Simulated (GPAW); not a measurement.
# A GW chain in GPAW: BeS (F-43m), part 2 of 2

Wanted: ground state, empty states, screening and self-energy for BeS (F-43m).

GPAW 26.7.0; LDA and many-body steps on it, plane waves. Known limits of the many-body steps: not at the basis limit.

So far. Step 3 (Bands along the symmetry lines): The gap is 2.896 eV, as in the run before at this level. Step 4 (Empty states on the mesh, 6×6×6 mesh, 100 bands): On this mesh the gap is 2.896 eV.

The database entry behind the starting cell differs from later determinations by our own check (0.1 to 0.3 % short, probably kX units), so it need not match the best structure at ambient conditions.

### Step 5. Screening and self-energy, 6×6×6 mesh, 90 bands, screening to 125 eV

G0W0 replaces the xc potential by the self-energy, built once from these orbitals. Only a window of levels is corrected, while the sums run over the empty bands that the input names.

This step: G0W0 on LDA, plane waves, PAW.

The input, run.py:

```python
import json
import numpy as np
from gpaw.mpi import world
from gpaw.response.g0w0 import G0W0

gw = G0W0('full.gpw',
    filename='gw',
    kpts=[0, 12],
    bands=(2, 6),
    ecut=125,
    nbands=90,
    integrate_gamma='WS',
    ppa=True)
gw.calculate()
res = {mode: {k: v for k, v in r.items() if k != 'sigma_eskwn'}
       for mode, r in gw.all_results.items()}

if world.rank == 0:
    with open('result.json', 'w') as f:
        json.dump(res, f, default=lambda x: x.tolist())
```

Command:

```bash
$ mpirun -n 4 gpaw python run.py
```

Numbers of over 12 decimals in the logs are rounded to 6 here.

Output:

```text
Using integrator: PointIntegrator
FrequencyGridDescriptor(from 0.000+0.000j to 0.000+27.211j eV, 2 points)
Nonperiodic BCs:  [False False False]
Using integrator: PointIntegrator
FrequencyGridDescriptor(from 0.000+0.000j to 0.000+27.211j eV, 2 points)
Nonperiodic BCs:  [False False False]
  ___  _ _ _
 |   || | | |
 | | || | | |
 |__ ||_____|
 |___|

BZ k-points: Symmetries present (total): 24

  [... matrices ...]
216 k-points: 6 x 6 x 6 Monkhorst-Pack grid + [1/12,1/12,1/12]
16 k-points in the irreducible part of the Brillouin zone
       k-points in crystal coordinates                weights
   0:     0.00000000    0.00000000    0.00000000          1/216
   1:     0.16666667    0.16666667    0.00000000          6/216
   2:     0.16666667    0.16666667    0.16666667          8/216
   3:     0.33333333    0.16666667    0.16666667         12/216
   4:     0.33333333    0.33333333   -0.33333333         12/216
   5:     0.33333333    0.33333333    0.00000000          6/216
   6:     0.33333333    0.33333333    0.16666667         24/216
   7:     0.33333333    0.33333333    0.33333333          8/216
   8:     0.50000000    0.33333333   -0.33333333         24/216
   9:     0.50000000    0.33333333   -0.16666667         12/216
          ...
  15:     0.50000000    0.50000000    0.50000000          4/216

Distributing spins, k-points and bands (1 x 2 x 4) over 4 processes
Number of blocks: 1

Quasi particle states:
k-points (IBZ indices): [0, 12]
Band range: (2, 6)
  [... matrices ...]
Computational parameters:
Plane wave cut-off: 125 eV
Number of bands: 90
Coulomb cutoff: None
Broadening: 0.1 eV

fxc modes: GW
Kernel: RPA
Using Godby-Needs plasmon-pole approximation:
  Fitting energy: i*E0, E0 = 1.000 Hartree
Summing all q:

Calculating screened Coulomb potential
No Coulomb truncation
FrequencyGridDescriptor(from 0.000+0.000j to 0.000+27.211j eV, 2 points)
Removing empty qpoint cache files...

Calculating chi0 body with:
    Ground state adapter containing:
    Number of spins: 1
    Number of kpoints: 216
    Number of irreducible kpoints: 16
    Number of completely occupied states: 4
    Number of partially occupied states: 4
    Occupied states memory: 0.48828125 M / cpu

    Linear response parametrization:
    q_c: [1.3877787807814457e-17, 1.3877787807814457e-17, 1.3877787807814457e-17]
    Number of frequency points: 2
    Planewave cutoff: 125.0
    Number of bands: 90
    Number of planewaves: 89
    Broadening (eta): 1e-06
    comm.size: 4
    kncomm.size: 4
    blockcomm.size: 1

    Memory estimate of potentially large arrays:
        chi0_wGG: 0.241730 M / cpu
Integrating chi0 body.

Symmetries of q_c:
    Direct symmetries (Uq -> q): 24
    Indirect symmetries (TUq -> q): 24
In total 48 allowed symmetries.

  [... matrices ...]
16 groups of equivalent kpoints. 92.592593% reduction.

Integral kind: response function
Integrating chi0 head and wings.

Symmetries of q_c:
    Direct symmetries (Uq -> q): 24
    Indirect symmetries (TUq -> q): 24
In total 48 allowed symmetries.

  [... matrices ...]
16 groups of equivalent kpoints. 92.592593% reduction.

Integral kind: response function wings

Calculating chi0 body with:
    Ground state adapter containing:
    Number of spins: 1
    Number of kpoints: 216
    Number of irreducible kpoints: 16
    Number of completely occupied states: 4
    Number of partially occupied states: 4
[... the further q-points ...]

Results:
f:      Occupation numbers
eps:     KS-eigenvalues [eV]
vxc:     KS vxc [eV]
exx:     Exact exchange [eV]
sigma:   Self-energies [eV]
dsigma:  Self-energy derivatives
Z:       Renormalization factors
qp:      QP-energies [eV]

k-point 0 (0): (0.000, 0.000, 0.000)                GW
band       f     eps     vxc     exx   sigma  dsigma       Z      qp
                                                                   GW
   2   1.000   4.514 -16.103 -18.617   1.588  -0.255   0.797   3.777
   3   1.000   4.514 -16.103 -18.617   1.588  -0.255   0.797   3.777
   4   0.000  10.021 -11.521  -6.038  -4.248  -0.234   0.810  11.021
   5   0.000  10.021 -11.521  -6.038  -4.248  -0.234   0.810  11.021

k-point 1 (12): (0.500, 0.500, 0.000)                GW
band       f     eps     vxc     exx   sigma  dsigma       Z      qp
                                                                   GW
   2   1.000   1.831 -14.267 -17.773   2.330  -0.280   0.781   0.912
   3   1.000   1.831 -14.267 -17.773   2.330  -0.280   0.781   0.912
   4   0.000   7.411 -10.166  -5.641  -3.756  -0.210   0.826   8.046
   5   0.000   9.294 -11.099  -6.176  -4.038  -0.221   0.819  10.019
```

Run time: 37 s. Hardware: 4 MPI ranks of Arm Neoverse V1, shared host; peak memory 0.96 GiB; 2.5 min of CPU time.

Numbers from this step:

```yaml
g0w0_gap_on_the_points_computed: 4.269 eV
least_direct_g0w0_gap_on_the_computed_points: 7.133 eV
z_at_the_valence_top: 0.7967
z_at_the_conduction_bottom: 0.8264
starting_gap_on_the_mesh: 2.896 eV
k_of_the_valence_top: 0, 0, 0
k_of_the_conduction_bottom: 0.5, 0.5, 0
```

The gap on the mesh goes from 2.90 eV to 4.27 eV, a correction of +1.37 eV.

Limits: finite bands, cutoff and mesh. v1 is the top filled band, c1 the lowest empty one. Levels before and after the correction, in eV, zero at the valence-band top of each column:

```
           conduction bottom  valence top
Kohn-Sham               2.90         0.00
     G0W0               4.27         0.00
```

```
                       level  energy (eV)
Kohn-Sham            Γ v2-v1        0.000
Kohn-Sham            Γ c1-c2        5.507
Kohn-Sham  (0.5 0.5 0) v2-v1       -2.683
Kohn-Sham     (0.5 0.5 0) c1        2.896
Kohn-Sham     (0.5 0.5 0) c2        4.780
     G0W0            Γ v2-v1        0.000
     G0W0            Γ c1-c2        7.244
     G0W0  (0.5 0.5 0) v2-v1       -2.865
     G0W0     (0.5 0.5 0) c1        4.269
     G0W0     (0.5 0.5 0) c2        6.242
```

### Step 6. Where the time went

Times are wall times on 4 MPI ranks of Arm Neoverse V1, shared host, good to a factor of about two.

```
                          step   time  share  memory (GiB)
                  ground state    4 s    8 %          0.57
bands along the symmetry lines  4.6 s    9 %           0.6
      empty states on the mesh  7.1 s   13 %          0.87
     screening and self-energy   37 s   70 %          0.96
```

### Step 7. Summary of results

```yaml
lda_gap: 2.90 eV, indirect
g0w0_gap_on_the_mesh: 4.27 eV
gw_settings: 6×6×6 mesh, 90 bands, screening to 125 eV, Godby-Needs plasmon pole
known_limits: not at the basis limit
```

In words: G0W0 moves the gap on the mesh from 2.90 eV to 4.27 eV (+1.37 eV), with Z of 0.80 and 0.83 at the edges. Only 2 of the mesh's irreducible points were corrected, so a valley elsewhere could overtake. The dearest step here is «screening and self-energy». Bands and cutoff are finite, so the gap is not at the basis limit. The miss can reach some tenths of an eV and take either sign; the mesh is an error of its own. These stock PAW sets were not made for GW. In the G0W0 run levels were corrected at 2 k points alone, so a gap called «on the mesh» is the least over those, and an edge elsewhere would be missed.

[Paths, hosts, dates, memory and timing lines, banners, echoed tables and standing remarks are left out of the program output.]

[Logs are printed without paths, hosts, clocks, repeated set-up lines and the standing remarks that a program may print on its own settings, such as how far it seeks lower states.]

[Runs of the session that timed out or met a known fault of the program may be left out.]

[Hosts, paths, dates, database ids (printed as entryN), source tags and the programs' standing remarks are cut or masked in the printed files.]
